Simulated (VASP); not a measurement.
# What goes wrong when SiC is relaxed with a bad input

Some relaxations of SiC get a fault in the input on purpose. Which of them show, and how? The starting structure is a computed structure from the Materials Project. The first relaxation on each setting starts from this cell expanded by 3 % in volume.

Method: Kohn-Sham DFT with plane waves and PAW; PBEsol, in VASP 6.6.1.

## (1) Starting point

The structure is hexagonal, space group P6_3mc (No. 186). Conventional cell: a = 3.076 Å, b = 3.076 Å, c = 10.071 Å, α = 90.00°, β = 90.00°, γ = 120.00°. Nearest to Si lie 4 C at 1.88 to 1.89 Å. Si has 4 C at 1.88 to 1.89 Å nearest. Nearest to C lie 4 Si at 1.88 to 1.89 Å. Nearest to C lie 4 Si at 1.88 to 1.89 Å. Farther neighbours are not listed.

## (2) Reference relaxation

This run starts from the cell of an earlier relaxation, which isn't shown; the restart sets up the plane waves anew.

INCAR reads:

```
SYSTEM = SiC
PREC = Accurate
ENCUT = 520
EDIFF = 1E-06
NELM = 100
ISMEAR = 0
SIGMA = 0.03
LREAL = .FALSE.
ALGO = Normal
GGA = PS
NBANDS = 24
LORBIT = 11
LWAVE = .FALSE.
LCHARG = .FALSE.
KPAR = 8
IBRION = 2
NSW = 50
ISIF = 3
EDIFFG = -0.006
```

POSCAR reads:

```
SiC
1.0
    3.0795868435      0.0000000000      0.0000000000
   -1.5397934217      2.6670004397      0.0000000000
    0.0000000000      0.0000000000     10.0815706906
Si C
4 4
Direct
    0.0000000000      0.0000000000      0.1878954489
    0.0000000000      0.0000000000      0.6878954489
    0.3333333333      0.6666666667      0.4378406984
    0.6666666667      0.3333333333      0.9378406984
    0.0000000000      0.0000000000      0.0004562873
    0.0000000000      0.0000000000      0.5004562873
    0.3333333333      0.6666666667      0.2498065654
    0.6666666667      0.3333333333      0.7498065654
```

KPOINTS reads:

```
Automatic mesh
0
Gamma
9 9 2
0 0 0
```

Potentials, in the order of the species: Si and C (PBE family, release 64).

On the command line:

```console
$ mpirun -np 8 vasp_std
```

The program printed:

```text
[banner, memory and clock lines left out]
running    8 mpi-ranks, on    1 nodes
 distrk:  each k-point on    1 cores,    8 groups
 distr:  one band on    1 cores,    1 groups

 POSCAR found type information on POSCAR SiC
 POSCAR found :  2 types and       8 ions
|                                                                             |
|           W    W    AA    RRRRR   N    N  II  N    N   GGGG   !!!           |
|           W    W   A  A   R    R  NN   N  II  NN   N  G    G  !!!           |
|           W    W  A    A  R    R  N N  N  II  N N  N  G       !!!           |
|           W WW W  AAAAAA  RRRRR   N  N N  II  N  N N  G  GGG   !            |
|           WW  WW  A    A  R   R   N   NN  II  N   NN  G    G                |
|           W    W  A    A  R    R  N    N  II  N    N   GGGG   !!!           |
|                                                                             |
|     For optimal performance we recommend to set                             |
|       NCORE = 2 up to number-of-cores-per-socket                            |
|     NCORE specifies how many cores store one orbital (NPAR=cpu/NCORE).      |
|     This setting can greatly improve the performance of VASP for DFT.       |
|     The default, NCORE=1 might be grossly inefficient on modern             |
|     multi-core architectures or massively parallel machines. Do your        |
|     Unfortunately you need to use the default for GW and RPA                |
|     calculations (for HF NCORE is supported but not extensively tested      |
|     yet).                                                                   |
|                                                                             |

|                                                                             |
|               ----> ADVICE to this user running VASP <----                  |
|                                                                             |
|     You enforced a specific xc type in the INCAR file but a different       |
|     [... a line on the potential file left out ...]
|     I HOPE YOU KNOW WHAT YOU ARE DOING!                                     |
|                                                                             |

 LDA part: xc-table for (Slater+PW92), standard interpolation
 POSCAR, INCAR and KPOINTS ok, starting setup
 FFT: planning ... GRIDC
 FFT: planning ... GRID_SOFT
 FFT: planning ... GRID
 WAVECAR not read
 entering main loop
       N       E                     dE             d eps       ncg     rms          rms(c)
DAV:   1     0.745536486292E+02    0.74554E+02   -0.14587E+04  1152   0.121E+03
DAV:   2    -0.637556813708E+02   -0.13831E+03   -0.12857E+03  1616   0.199E+02
DAV:   3    -0.707583958534E+02   -0.70027E+01   -0.69528E+01  1528   0.433E+01
DAV:   4    -0.708518458147E+02   -0.93450E-01   -0.93370E-01  1480   0.588E+00
DAV:   5    -0.708537430293E+02   -0.18972E-02   -0.18968E-02  1528   0.780E-01    0.175E+01
DAV:   6    -0.639671904723E+02    0.68866E+01   -0.19769E+01  1456   0.199E+01    0.798E+00
DAV:   7    -0.637275656341E+02    0.23962E+00   -0.19016E+00  1576   0.643E+00    0.329E+00
DAV:   8    -0.636760710851E+02    0.51495E-01   -0.11858E-01  1416   0.170E+00    0.905E-01
DAV:   9    -0.636700287858E+02    0.60423E-02   -0.14913E-02  1488   0.652E-01    0.155E-01
DAV:  10    -0.636702466840E+02   -0.21790E-03   -0.90625E-04  1504   0.164E-01    0.716E-02
DAV:  11    -0.636702600459E+02   -0.13362E-04   -0.71594E-05  1488   0.565E-02    0.126E-02
DAV:  12    -0.636702601508E+02   -0.10493E-06   -0.44285E-06  1464   0.113E-02
   1 F= -.63670260E+02 E0= -.63670260E+02  d E =-.636703E+02
 curvature:   0.00 expect dE= 0.000E+00 dE for cont linesearch  0.000E+00
 trial: gam= 0.00000 g(F)=  0.724E-06 g(S)=  0.546E-06 ort = 0.000E+00 (trialstep = 0.100E+01)
 search vector abs. value=  0.127E-05
 reached required accuracy - stopping structural energy minimisation
```

The job ended after 4.8 s (8 MPI ranks of Intel Xeon 6975P-C (Granite Rapids), shared host; peak memory 1.7 GiB; 33 s of CPU time).

Lines that name or quote the potential files are left out of all logs, and their timing lines are given in words.

OUTCAR, selected parts (step 2):

```text
ion  position               nearest neighbor table
   1  0.000  0.000  0.188-   7 1.88   7 1.88   7 1.88   5 1.89   3 3.08   3 3.08   3 3.08   4 3.08
                             4 3.08   4 3.08
   2  0.000  0.000  0.688-   8 1.88   8 1.88   8 1.88   6 1.89   4 3.08   4 3.08   4 3.08   3 3.08
                             3 3.08   3 3.08
   3  0.333  0.667  0.438-   6 1.89   6 1.89   6 1.89   7 1.90   1 3.08   1 3.08   1 3.08   2 3.08
                             2 3.08   2 3.08
   4  0.667  0.333  0.938-   5 1.89   5 1.89   5 1.89   8 1.90   2 3.08   2 3.08   2 3.08   1 3.08
                             1 3.08   1 3.08
   5  0.000  0.000  0.000-   4 1.89   4 1.89   4 1.89   1 1.89
   6  0.000  0.000  0.500-   3 1.89   3 1.89   3 1.89   2 1.89
   7  0.333  0.667  0.250-   1 1.88   1 1.88   1 1.88   3 1.90
   8  0.667  0.333  0.750-   2 1.88   2 1.88   2 1.88   4 1.90

  LATTYP: Found a hexagonal cell.
 ALAT       =     3.0795868435
 C/A-ratio  =     3.2736763738

 Subroutine GETGRP returns: Found 12 space group operations
 (whereof  6 operations were pure point group operations)

The static configuration has the point symmetry C_3v.
 The point group associated with its full space group is C_6v.

 Found     24 irreducible k-points:

   k-points           NKPTS =     24   k-points in BZ     NKDIM =     24   number of bands    NBANDS=     24

   dimension x,y,z NGX =    24 NGY =   24 NGZ =   80
   dimension x,y,z NGXF=    48 NGYF=   48 NGZF=  160

   ENCUT  =  520.0 eV  38.22 Ry    6.18 a.u.   5.73  5.73 18.75*2*pi/ulx,y,z

   NELECT =      32.0000    total number of electrons

 k-points in reciprocal lattice and weights: Automatic mesh
   0.00000000  0.00000000  0.00000000       0.006
   0.11111111  0.00000000  0.00000000       0.037
   0.22222222  0.00000000  0.00000000       0.037
   0.33333333  0.00000000  0.00000000       0.037
   0.44444444  0.00000000  0.00000000       0.037
   0.11111111  0.11111111  0.00000000       0.037
   0.22222222  0.11111111  0.00000000       0.074
   0.33333333  0.11111111  0.00000000       0.074
   0.44444444  0.11111111  0.00000000       0.037
[...]
0.33333333  0.22222222  0.50000000       0.074
   0.33333333  0.33333333  0.50000000       0.012

 average (electrostatic) potential at core
       1 -80.1036       2 -80.1036       3 -80.1481       4 -80.1481       5 -44.9911
       6 -44.9911       7 -44.9310       8 -44.9310

 E-fermi :   8.2795

 k-point     1 :       0.0000    0.0000    0.0000
  band No.  band energies     occupation
    ...
     12       7.5332      2.00000
     13       7.5332      2.00000
     14       8.0657      2.00000
     15       8.1193      2.00000
     16       8.1193      2.00000
     17      13.1390      0.00000
     18      13.7175      0.00000
     19      14.3492      0.00000
     20      14.3560      0.00000
     21      15.0168      0.00000
    ...

 k-point     2 :       0.1111    0.0000    0.0000
  band No.  band energies     occupation
    ...
     12       7.1498      2.00000
     13       7.2378      2.00000
     14       7.3496      2.00000
     15       7.9204      2.00000
     16       8.0213      2.00000
     17      13.4006      0.00000
     18      14.0420      0.00000
     19      14.0841      0.00000
     20      14.6770      0.00000
     21      14.8976      0.00000
    ...

 k-point     3 :       0.2222    0.0000    0.0000
  band No.  band energies     occupation
    ...
     12       5.8273      2.00000
     13       6.5903      2.00000
     14       6.6348      2.00000
     15       7.4490      2.00000
     16       7.6768      2.00000
     17      12.1058      0.00000
     18      12.7007      0.00000
     19      13.2975      0.00000
     20      14.4220      0.00000
     21      14.9909      0.00000
    ...

  Total        0.0058095      0.0058095      0.0048010      0.0000000      0.0000000      0.0000000
  in kB        0.1124111      0.1124111      0.0928970      0.0000000      0.0000000      0.0000000
  external PRESSURE =       0.1059064 kB  Pullay stress =       0.0000000 kB

  energy-cutoff  :      520.00
  volume of cell :       82.80
      direct lattice vectors                 reciprocal lattice vectors
     3.079586844  0.000000000  0.000000000     0.324718883  0.187476535  0.000000000
    -1.539793422  2.667000440  0.000000000     0.000000000  0.374953069  0.000000000
     0.000000000  0.000000000 10.081570691     0.000000000  0.000000000  0.099190893

 POSITION                                       TOTAL-FORCE (eV/Angst)
 -----------------------------------------------------------------------------------
      0.00000      0.00000      1.89428        -0.000000     -0.000000      0.001903
      0.00000      0.00000      6.93507         0.000000     -0.000000      0.001903
     -0.00000      1.77800      4.41412        -0.000000      0.000000      0.000571
      1.53979      0.88900      9.45491         0.000000     -0.000000      0.000571
      0.00000      0.00000      0.00460         0.000000     -0.000000     -0.001736
      0.00000      0.00000      5.04539        -0.000000      0.000000     -0.001736
     -0.00000      1.77800      2.51844         0.000000     -0.000000     -0.000738
      1.53979      0.88900      7.55923        -0.000000     -0.000000     -0.000738
 -----------------------------------------------------------------------------------
    total drift:                               -0.000000     -0.000000      0.000138

  FREE ENERGIE OF THE ION-ELECTRON SYSTEM (eV)
  ---------------------------------------------------
  free  energy   TOTEN  =       -63.6702601508 eV

  energy  without entropy=      -63.6702601508  energy(sigma->0) =      -63.67026015

 reached required accuracy - stopping structural energy minimisation

 total charge
# of ion       s       p       d       tot
------------------------------------------
    1        0.709   0.970   0.000   1.679
    2        0.709   0.970   0.000   1.679
    3        0.708   0.971   0.000   1.680
    4        0.708   0.971   0.000   1.680
    5        0.833   1.698   0.000   2.531
    6        0.833   1.698   0.000   2.531
    7        0.833   1.700   0.000   2.533
    8        0.833   1.700   0.000   2.533
--------------------------------------------------
tot          6.167  10.679   0.000  16.846

[... 3 further parts left out ...]
```

CONTCAR:

```
SiC
   1.00000000000000
     3.0795868435000000    0.0000000000000000    0.0000000000000000
    -1.5397934217000000    2.6670004396999998    0.0000000000000000
     0.0000000000000000    0.0000000000000000   10.0815706905999996
  Si              C
     4     4
Direct
     0.0000000000000000    0.0000000000000000    0.1878954489000009
     0.0000000000000000    0.0000000000000000    0.6878954489000009
     0.3333333332999970    0.6666666667000030    0.4378406984000023
     0.6666666667000030    0.3333333332999970    0.9378406984000023
     0.0000000000000000    0.0000000000000000    0.0004562872999969
     0.0000000000000000    0.0000000000000000    0.5004562872999969
     0.3333333332999970    0.6666666667000030    0.2498065654000001
     0.6666666667000030    0.3333333332999970    0.7498065654000001
```

The PAW data sets were made with PBE, which is usual practice but a small mismatch for other functionals. The run keeps the 12 symmetry operations of its start, so it cannot find a distortion of lower symmetry.

The reference relaxation ends at 10.350 Å³ an atom.

## (3) Relaxation with low precision and a small cutoff

A slip made on purpose: low precision and a small cutoff. Against step 2 the input has PREC = Low and ENCUT = 320 (also changed: NELM).

INCAR: that of step 2 with these lines changed.

```diff
@@ -1,6 +1,6 @@
 SYSTEM = SiC
-PREC = Accurate
-ENCUT = 520
+PREC = Low
+ENCUT = 320
 EDIFF = 1E-06
-NELM = 100
+NELM = 60
 ISMEAR = 0
```

POSCAR reads:

```
SiC
1.0
    3.1061485476      0.0000000000      0.0000000000
   -1.5530742738      2.6900035502      0.0000000000
    0.0000000000      0.0000000000     10.1703623361
Si C
4 4
Direct
    0.0000000000      0.0000000000      0.1878943800
    0.0000000000      0.0000000000      0.6878943800
    0.3333333333      0.6666666667      0.4378419800
    0.6666666667      0.3333333333      0.9378419800
    0.0000000000      0.0000000000      0.0004600500
    0.0000000000      0.0000000000      0.5004600500
    0.3333333333      0.6666666667      0.2498025900
    0.6666666667      0.3333333333      0.7498025900
```

KPOINTS is that of step 2.

On the command line:

```console
$ mpirun -np 8 vasp_std
```

The program printed:

```text
[banner, memory and clock lines left out]
running    8 mpi-ranks, on    1 nodes
[...]
[... a notice as in an earlier step ...]

 [... a notice as in an earlier step ...]

 LDA part: xc-table for (Slater+PW92), standard interpolation
 POSCAR, INCAR and KPOINTS ok, starting setup
[...]
entering main loop
       N       E                     dE             d eps       ncg     rms          rms(c)
DAV:   1     0.409265834421E+02    0.40927E+02   -0.10701E+04  1152   0.811E+02
DAV:   2    -0.652506328523E+02   -0.10618E+03   -0.98887E+02  1592   0.164E+02
DAV:   3    -0.701497854712E+02   -0.48992E+01   -0.48736E+01  1528   0.347E+01
DAV:   4    -0.702073856177E+02   -0.57600E-01   -0.57562E-01  1464   0.429E+00
[...]
DAV:  10    -0.636596797336E+02   -0.22215E-03   -0.82026E-04  1480   0.153E-01    0.689E-02
DAV:  11    -0.636596949474E+02   -0.15214E-04   -0.65904E-05  1496   0.533E-02    0.124E-02
DAV:  12    -0.636596957950E+02   -0.84764E-06   -0.41795E-06  1424   0.111E-02
   1 F= -.63659696E+02 E0= -.63659696E+02  d E =-.636597E+02
[... from here on, the cycles between the ionic steps are left out ...]
   2 F= -.63549363E+02 E0= -.63549363E+02  d E =0.110333E+00
   3 F= -.63805735E+02 E0= -.63805735E+02  d E =-.146040E+00
   4 F= -.63805763E+02 E0= -.63805763E+02  d E =-.146067E+00
   5 F= -.63805762E+02 E0= -.63805762E+02  d E =0.561522E-06
   6 F= -.63805783E+02 E0= -.63805783E+02  d E =-.201641E-04
[...]
reached required accuracy - stopping structural energy minimisation
```

Wall time 4.6 s (8 MPI ranks); peak memory 1.1 GiB.

From OUTCAR (step 3):

```text
  Total       -0.0002921     -0.0002921     -0.0006261      0.0000000     -0.0000000      0.0000000
  in kB       -0.0057798     -0.0057798     -0.0123878      0.0000000     -0.0000000      0.0000000
  external PRESSURE =      -0.0079825 kB  Pullay stress =       0.0000000 kB

 POSITION                                       TOTAL-FORCE (eV/Angst)
 -----------------------------------------------------------------------------------
      0.00000      0.00000      1.88042         0.000000     -0.000000      0.003859
     -0.00000      0.00000      6.88415         0.000000      0.000000      0.003859
     -0.00000      1.76484      4.38156         0.000000      0.000000      0.000170
      1.52840      0.88242      9.38529        -0.000000     -0.000000      0.000170
     -0.00000      0.00000      0.00452        -0.000000     -0.000000     -0.003172
     -1.52840      2.64726      5.00825         0.000000     -0.000000     -0.003172
     -0.00000      1.76484      2.50001        -0.000000      0.000000     -0.000857
      1.52840      0.88242      7.50374        -0.000000     -0.000000     -0.000857
 -----------------------------------------------------------------------------------
    total drift:                                0.000127      0.000219      0.000686

  FREE ENERGIE OF THE ION-ELECTRON SYSTEM (eV)
  ---------------------------------------------------
  free  energy   TOTEN  =       -63.8057827068 eV

  energy  without entropy=      -63.8057827068  energy(sigma->0) =      -63.80578271

[... 2 parts as in an earlier step ...]

[... 2 further parts left out ...]
[key lines of the parts left out:]
E-fermi :   8.5853
```

With low precision and a small cutoff the cell ends at 10.123 Å³ an atom, -2.20 % from the reference.

## (4) Relaxation with a smearing far too wide

A slip made on purpose: a smearing far too wide. Against step 2 the input has SIGMA = 2 (also changed: NELM).

INCAR: that of step 3 with these lines changed.

```diff
@@ -1,4 +1,4 @@
 SYSTEM = SiC
-PREC = Low
-ENCUT = 320
+PREC = Accurate
+ENCUT = 520
 EDIFF = 1E-06
@@ -6,3 +6,3 @@
 ISMEAR = 0
-SIGMA = 0.03
+SIGMA = 2
 LREAL = .FALSE.
```

POSCAR is that of step 3.

KPOINTS is that of step 3.

On the command line:

```console
$ mpirun -np 8 vasp_std
```

The program printed:

```text
[... set-up lines as in an earlier step ...]
 entering main loop
       N       E                     dE             d eps       ncg     rms          rms(c)
DAV:   1     0.705908619227E+02    0.70591E+02   -0.14453E+04  1152   0.120E+03
DAV:   2    -0.635233137403E+02   -0.13411E+03   -0.12579E+03  1576   0.197E+02
DAV:   3    -0.705171824305E+02   -0.69939E+01   -0.69422E+01  1536   0.436E+01
DAV:   4    -0.706125177195E+02   -0.95335E-01   -0.95240E-01  1496   0.594E+00
[...]
DAV:  10    -0.639670119045E+02   -0.17626E-03   -0.82412E-04  1504   0.157E-01    0.712E-02
DAV:  11    -0.639670192504E+02   -0.73460E-05   -0.67171E-05  1504   0.545E-02    0.136E-02
DAV:  12    -0.639670194692E+02   -0.21879E-06   -0.49721E-06  1448   0.122E-02
   1 F= -.63967019E+02 E0= -.63245842E+02  d E =-.639670E+02
[... from here on, the cycles between the ionic steps are left out ...]
   2 F= -.63966913E+02 E0= -.63282079E+02  d E =0.106236E-03
   3 F= -.63995439E+02 E0= -.63293413E+02  d E =-.284192E-01
   4 F= -.63995431E+02 E0= -.63293794E+02  d E =-.284116E-01
   5 F= -.63995535E+02 E0= -.63293032E+02  d E =-.103952E-03
   6 F= -.63995535E+02 E0= -.63293082E+02  d E =-.104379E-03
   7 F= -.63995541E+02 E0= -.63292477E+02  d E =-.571140E-05
 trial-energy change:   -0.000006  1 .order   -0.000007   -0.000042    0.000027
 step:   0.5391(harm=  0.5391)  dis= 0.00013  next Energy=   -63.995548 (dE=-0.126E-04)
 reached required accuracy - stopping structural energy minimisation
```

Run time: 17 s. Hardware: 8 MPI ranks; peak memory 2 GiB.

OUTCAR, selected parts (step 4):

```text
  Total       -0.0398786     -0.0398786     -0.0274443      0.0000000      0.0000000      0.0000000
  in kB       -0.7686472     -0.7686472     -0.5289805      0.0000000      0.0000000      0.0000000
  external PRESSURE =      -0.6887583 kB  Pullay stress =       0.0000000 kB

 POSITION                                       TOTAL-FORCE (eV/Angst)
 -----------------------------------------------------------------------------------
      0.00000      0.00000      1.89403         0.000000     -0.000000     -0.000314
      3.08257      0.00000      6.94455        -0.000000      0.000000     -0.000314
     -0.00000      1.77972      4.42314        -0.000000      0.000000      0.002261
      1.54129      0.88986      9.47366         0.000000      0.000000      0.002261
      0.00000     -0.00000      0.00472        -0.000000     -0.000000     -0.000700
     -1.54129      2.66959      5.05524         0.000000      0.000000     -0.000700
     -0.00000      1.77972      2.52661         0.000000     -0.000000     -0.001247
      1.54129      0.88986      7.57714        -0.000000      0.000000     -0.001247
 -----------------------------------------------------------------------------------
    total drift:                               -0.000000     -0.000000     -0.000072

  FREE ENERGIE OF THE ION-ELECTRON SYSTEM (eV)
  ---------------------------------------------------
  free  energy   TOTEN  =       -63.9955411993 eV

  energy  without entropy=      -62.5894135092  energy(sigma->0) =      -63.29247735

[... 2 parts as in an earlier step ...]

[... 2 further parts left out ...]
[key lines of the parts left out:]
E-fermi :   9.3540
```

With a smearing far too wide the cell ends at 10.390 Å³ an atom, +0.39 % from the reference.

[end of part 1 of 2]

[Lines on the potential files, build, host, timing and source positions are cut from VASP's logs without a mark.]

[Logs are printed without paths, hosts, clocks, repeated set-up lines and the standing remarks that a program may print on its own settings, such as how far it seeks lower states.]

[Hosts, paths, dates, database ids (printed as entryN), source tags and the programs' standing remarks are cut or masked in the printed files.]
